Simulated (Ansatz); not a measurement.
HgTe (started from an entry of an open crystallographic database): a relaxation of cell and atoms in the PAW code Ansatz (LDA). It starts from the PBE minimum.

```yaml
crystal:
  lattice:
    - [0.0, 3.3268548961, 3.3268548961]
    - [3.3268548961, 0.0, 3.3268548961]
    - [3.3268548961, 3.3268548961, 0.0]
  atoms:
    - { symbol: Hg, position: [0.0, 0.0, 0.0] }
    - { symbol: Te, position: [0.25, 0.25, 0.25] }
kpoints:
  mp_grid: { grid: [6, 6, 6] }
hamiltonian:
  xc: lda
scf:
  occupations: { method: fermi_dirac, width: 0.02 }
relax:
  f_tol: 0.005
  cell: {}
output:
  write_density: true
  write_potential: true
  elf: true
  volumetric_format: npy
```

In the abridged output below, numbers in square brackets stand for lines, or ends of lines, that were taken out.
```
Functional definition: SPW92
Crystal: 2 atoms, lattice volume = 73.643 Å³
[1]
Bands: 22, of which v1, the nominal top of the filled ones, is band 18 counted from 1 (17 counted from 0)
Symmetry: 24 space group operations
Space group: F-43m (ITA 216)
[2]
relax step 1: F+E_penalty+E_count = -20349.78770174 eV  P = -3.623 GPa  Ω = 73.643 Å³
--- Relaxed structure (4 steps of the walk, 4 accepted, 1 SCFs on fresh bases) ---
[3]
```

Q: Give the withheld lines. They hold the relaxed structure, cutoff and plane waves at Γ, the count of irreducible k points.

A:
```
[1]
Basis set: ecut = 420 eV, 1459 PW (Γ)
[2]
k-points: 16 of 216 (time reversal used)
[3]
  F+E_penalty+E_count = -20349.87447993 eV
  cell:  # Å, volume = 66.7505 Å³
    - [0.000000, 3.219647, 3.219647]
    - [3.219647, 0.000000, 3.219647]
    - [3.219647, 3.219647, 0.000000]
  atoms:
    - { symbol: Hg, position: [0.000000, 0.000000, 0.000000] }
    - { symbol: Te, position: [0.250000, 0.250000, 0.250000] }
```
Only the leading digits can be foreseen; the rest is this run's record.

The walk took 4 steps and changed the volume by -9.4 %. The last SCF, on a fresh basis, lies 43.4 meV an atom below the first. At the end: the symmetry is F-43m (No. 216, cubic); a = 6.439 Å in the conventional setting, 33.38 Å³ an atom. Around Hg lie 4 Te at 2.79 Å; around Te lie 4 Hg at 2.79 Å.

Command: `ansatz run input.yaml --threads 2 --pin off --max-ram 2211MiB --backend cpu --events-out ev --progress --plain --runs-dir out`.

Spin-unpolarised throughout; all numbers are computed.
